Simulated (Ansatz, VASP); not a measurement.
**One calculation of SnTe, two programs**

```xyz
2
Lattice="0.0000 3.1162 3.1162 3.1162 0.0000 3.1162 3.1162 3.1162 0.0000" Properties=species:S:1:pos:R:3 pbc="T T T"
Sn    3.1162    3.1162    3.1162
Te    0.0000    0.0000    0.0000
```

Alike in both runs: task single point; functional LDA; k mesh 6 × 6 × 6; occupations gaussian, width 0.05 eV; no spin polarisation.

```csv
,VASP,Ansatz
version,VASP 6.6.1,Ansatz 0.2.0
potentials or method,"VASP PAW LDA potentials, release 64 (Sn_d, Te)","scalar-relativistic, plane waves, PAW"
plane-wave cutoff (eV),520,420
valence electrons in the cell,20,30
```

Ansatz gave:

```
gap on the k mesh at the Fermi level (eV) : 0.20
least direct gap on the mesh (eV)         : 0.20
pressure (GPa)                            : 0.0
```

Which values does VASP return?

gap on the k mesh at the Fermi level (eV): 0.21; least direct gap on the mesh (eV): 0.21; pressure (GPa): 0.1.

The two sets of potentials don't hold the same shells in valence.

Caveats: spin-orbit coupling is left out, which moves the levels of the heavy elements.
